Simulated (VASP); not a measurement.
Set up this calculation in VASP 6.6.1, as the native input.

| Item | Value |
| --- | --- |
| Task | single point |
| Functional | PBE |
| Potentials or basis | VASP PAW PBE potentials, release 64 (Dy) |
| Cutoff | 520 eV |
| k mesh | 9 × 9 × 9 |
| Occupations | fermi-dirac, width 0.05 eV |
| Spin | collinear spin, typed start |
| Starting moments | [5.0] μB |
| Dipole correction | no |
| Further INCAR settings | ALGO = Normal; EDIFF = 1e-06; NBANDS = 20 |

The structure of Dy lies in POSCAR:

```
Dy
1.0
   -2.0003821482      2.0003821482      2.0003821482
    2.0003821482     -2.0003821482      2.0003821482
    2.0003821482      2.0003821482     -2.0003821482
Dy
1
Direct
    0.0000000000      0.0000000000      0.0000000000
```

This isn't the form of Dy at room conditions, which is hcp.

The input as run:

INCAR

```
SYSTEM = Dy
PREC = Accurate ; ENCUT = 520
EDIFF = 1E-6 ; ISMEAR = -1
SIGMA = 0.05 ; LREAL = .False.
LASPH = .True. ; NELM = 150
ALGO = Normal ; ISIF = 2
LWAVE = .False. ; LCHARG = .False.
ISPIN = 2 ; MAGMOM = 5
LORBIT = 11 ; LMAXMIX = 6
GGA = PE ; NBANDS = 20
```

KPOINTS

```
regular mesh
0
Gamma
  9 9 9
  0 0 0
```

Potentials or basis: VASP PAW PBE potentials, release 64 (Dy).

The run is started by

```bash
$ cat potpaw_PBE.64/Dy/POTCAR > POTCAR
$ mpirun -np 1 vasp_std > vasp.out
```

Results of the run:

The pressure is 1.8 GPa, the band gap on the k mesh is none (metal or under the smearing width) and the net moment is 4.47 μB per cell. The site moments are Dy +4.44 μB and the valence electrons inside the program's atomic spheres are Dy 17.79.

Caveat: the magnetic or orbital state may not be the lowest; spin-orbit coupling is left out, which moves the levels of the heavy elements.

Run time: 95 s on 1 thread of AMD EPYC 7R13 Processor (Zen 3) (shared host), peak memory 0.17 GiB.
